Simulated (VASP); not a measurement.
A run of VASP 6.6.1:

File INCAR:

```
ALGO     = Normal         # electronic algorithm
EDIFF    = 1E-7           # SCF threshold, eV
EDIFFG   = -0.005         # ionic threshold
ENCUT    = 600            # plane-wave cutoff, eV
IBRION   = 2              # ionic algorithm
ISIF     = 3              # what is computed and relaxed
ISMEAR   = 0              # smearing method
LASPH    = True           # aspherical terms in the spheres
LCHARG   = False          # write CHGCAR
LREAL    = False          # projectors in reciprocal space
LWAVE    = False          # write WAVECAR
NELM     = 80             # most SCF steps
NSW      = 90             # ionic steps
PREC     = Accurate       # precision mode
PSTRESS  = 120.0        
SIGMA    = 0.03           # smearing width, eV
```

The input KPOINTS:

```
k-points
0
Gamma
  12 12 12
```

Contents of POSCAR:

```
MgO                                     
1.0
    0.0000000000      2.0315567258      2.0315567258
    2.0315567258     -0.0000000000      2.0315567258
    2.0315567258      2.0315567258     -0.0000000000
  Mg              O             
     1     1
Direct
     0.0000000000000000    0.0000000000000000    0.0000000000000000
     0.5000000000000000    0.5000000000000000    0.5000000000000000
```

Potentials or basis: VASP PAW LDA potentials, release 64 (Mg, O).

Command:

```console
$ cat potpaw_LDA.64/Mg/POTCAR potpaw_LDA.64/O/POTCAR > POTCAR
$ mpirun -np 1 vasp_std > vasp.out
```

Hardware: 1 thread of Intel(R) Xeon(R) 6975P-C (Granite Rapids) (shared host).

Q: How long does it take, and how much memory?

A: Wall time 3.6 s on 1 thread of Intel(R) Xeon(R) 6975P-C (Granite Rapids), on a shared host, peak memory 0.13 GiB. Counts: scf iterations 12, k points 72, ion steps 1.
